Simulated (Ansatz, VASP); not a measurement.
## One calculation of Sb, two programs

```xyz
1
Lattice="2.1077 1.2169 1.7195 -2.1077 1.2169 1.7195 0.0000 -2.4337 1.7195" Properties=species:S:1:pos:R:3 pbc="T T T"
Sb    0.0000    0.0000    2.5792
```

Alike in both runs: functional PBE; k mesh 18 × 18 × 18; occupations gaussian, width 0.1 eV; no spin polarisation.

Ansatz relaxed the structure, and its values are those at the end. VASP's run is a single point on that final structure, the one shown.

|  | VASP | Ansatz |
| --- | --- | --- |
| version | VASP 6.6.1 | Ansatz 0.2.0 |
| potentials or method | VASP PAW PBE potentials, release 64 (Sb) | scalar-relativistic, plane waves, PAW |
| plane-wave cutoff (eV) | 520 | 420 |
| valence electrons in the cell | 5 | 15 |

Ansatz gave:

| Item | Value |
| --- | --- |
| gap on the k mesh at the Fermi level (eV) | none |
| pressure (GPa) | 9.4 |

Q: What did VASP give for the same quantities?

A: gap on the k mesh at the Fermi level (eV): none; pressure (GPa): 9.5.

A gap of «none» marks a metal or a gap that the smearing closes. The functional is the same, so the differences come from potentials, cutoffs and numerics. The two sets of potentials don't hold the same shells in valence.

The runs have no spin-orbit coupling, so splittings on Sb are missing.
